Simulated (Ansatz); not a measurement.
# Zr (bcc type): how the settings move a single-point run

Question: which choices in the input matter for Zr (bcc type)?

Program: Ansatz 0.2.0. Level of theory: reference: DFT, PBEsol, all-electron LAPW, scalar-relativistic. These are calculated values, not measurements.

1 further run of the same task is left out (it didn't finish).

## Step 1: The starting structure

It takes space group Im-3m (No. 229, cubic). Conventional cell: a = 3.051 Å, b = 3.051 Å, c = 3.051 Å, α = 90.00°, β = 90.00°, γ = 90.00°. Zr (site symmetry m-3m) is surrounded by 8 Zr at 2.64 Å.

Coordinates:

```cif
data_structure
_symmetry_space_group_name_H-M 'Im-3m'
_symmetry_Int_Tables_number 229
_cell_length_a 3.0514
_cell_length_b 3.0514
_cell_length_c 3.0514
_cell_angle_alpha 90.000
_cell_angle_beta 90.000
_cell_angle_gamma 90.000
_cell_volume 28.41
loop_
_atom_site_label
_atom_site_type_symbol
_atom_site_symmetry_multiplicity
_atom_site_Wyckoff_symbol
_atom_site_fract_x
_atom_site_fract_y
_atom_site_fract_z
_atom_site_occupancy
Zr1 Zr 2 a 0.00000 0.00000 0.00000 1
```

## Step 2: Reference

Input file input.yaml:

```yaml
crystal:
  lattice:
    - [-1.525721847, 1.525721847, 1.525721847]
    - [1.525721847, -1.525721847, 1.525721847]
    - [1.525721847, 1.525721847, -1.525721847]
  atoms:
    - { symbol: Zr, position: [0.0, 0.0, 0.0] }
kpoints:
  mp_grid: { grid: [15, 15, 15] }
  band_path:
    path:
      - [0.0, 0.0, 0.0]
      - [0.5, -0.5, 0.5]
      - [0.0, 0.0, 0.5]
      - [0.0, 0.0, 0.0]
      - [0.25, 0.25, 0.25]
      - [0.5, -0.5, 0.5]
      - [0.25, 0.25, 0.25]
      - [0.0, 0.0, 0.5]
    npoints: 8
scf:
  occupations: { method: fermi_dirac, width: 0.08 }
hamiltonian:
  xc: pbesol
  pseudopotentials: { kind: all_electron, lapw: { basis_error: 0.001 } }
output:
  forces: true
  stress: true
  eigenvalues: true
  populations: true
  dos: { projected: true, de: 0.2, e_range: [-14, 8] }
```

On the command line:

```sh
$ ansatz run input.yaml --threads 1 --pin off --max-ram 2048MiB --backend cpu --events-out ev --progress --plain --runs-dir out
```

## Step 3: Changing settings: mp_grid.shift [0.5, 0.5, 0.5], accuracy medium, xc_grid 1

Edit input.yaml of step 2 so:

```diff
@@ -8,3 +8,3 @@
 kpoints:
-  mp_grid: { grid: [15, 15, 15] }
+  mp_grid: { grid: [15, 15, 15], shift: [0.5, 0.5, 0.5] }
   band_path:
@@ -30,2 +30,4 @@
   populations: true
-  dos: { projected: true, de: 0.2, e_range: [-14, 8] }
+accuracy: medium
+basis:
+  xc_grid: 1
```

Q: Predict the outcome of this session. Wanted: for each run, ending; energy change; pressure; gap; force.

As calculated:

| run | ending | energy change | pressure (GPa) | gap (eV) | force (eV/Å) | cycles | time |
| --- | --- | --- | --- | --- | --- | --- | --- |
| reference | converged | 0 | 80.3 | 0.00 | 0.00 | 7 | 6.2 s |
| 1: mp_grid.shift [0.5, 0.5, 0.5], accuracy medium, xc_grid 1 | converged | +3.5 meV/atom | 81.8 | 0.00 | 0.00 | 7 | 5.9 s |

Times don't compare one to one where runs were asked for different outputs or read a saved state (see the inputs); cycles may leave out searches for a lower state.

Residual by cycle in the longest SCF loop of each run; runs are numbered as in the table. The quantity is the density residual dr2, in eV.

```
cycle  reference    run 1
    1    0.00931  0.00988
    2    0.00178  0.00197
    3     5.0e-4   5.6e-4
    4     1.4e-4   1.6e-4
    5     8.1e-6   8.1e-6
    6     2.2e-7   2.1e-7
    7     1.4e-9   1.2e-9
```

What this shows: Changing the k-point mesh, accuracy level and numerical grids moves the energy by +3.5 meV/atom, and the pressure goes from 80.3 to 81.8 GPa. The structure is not at rest: the sound run finds 80 GPa, so these are no properties of the relaxed crystal. 
